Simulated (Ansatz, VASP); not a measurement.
**One calculation of Ir, two programs**

```
Ir
1.0
     0.00000    1.95735    1.95735
     1.95735    0.00000    1.95735
     1.95735    1.95735    0.00000
Ir
1
Direct
  0.00000 0.00000 0.00000
```

Change from the starting cell: volume scaled by 1.06, PAW files.

Alike in both runs: task electric field gradients; functional PBEsol; k mesh 15 × 15 × 15; occupations fermi-dirac, width 0.05 eV; no spin polarisation.

```csv
,VASP,Ansatz
version,VASP 6.6.1,Ansatz 0.2.0
potentials or method,"VASP PAW PBE potentials, release 64 (Ir)","PAW with Ansatz's default frozen-core files, scalar-relativistic"
plane-wave cutoff (eV),520,420
valence electrons in the cell,9,17
```

```csv
,VASP,Ansatz,Ansatz less VASP
pressure (GPa),-20.9,-21.5,-0.59
Vzz of the field gradient on the site that differs most (V/Å²),0.0,0.0,0.00
```

The functional is the same, so the differences come from potentials, cutoffs and numerics. The two sets of potentials don't hold the same shells in valence. Ansatz warned: «gradients_without_spin_orbit».

Caveats: so large a pressure means that the cell lies far from this level's equilibrium, or that cutoff or potentials fall short (VASP); the potentials were made for another functional, which shifts forces and pressure (VASP). Spin-orbit coupling is left out, which matters for the levels of Ir.
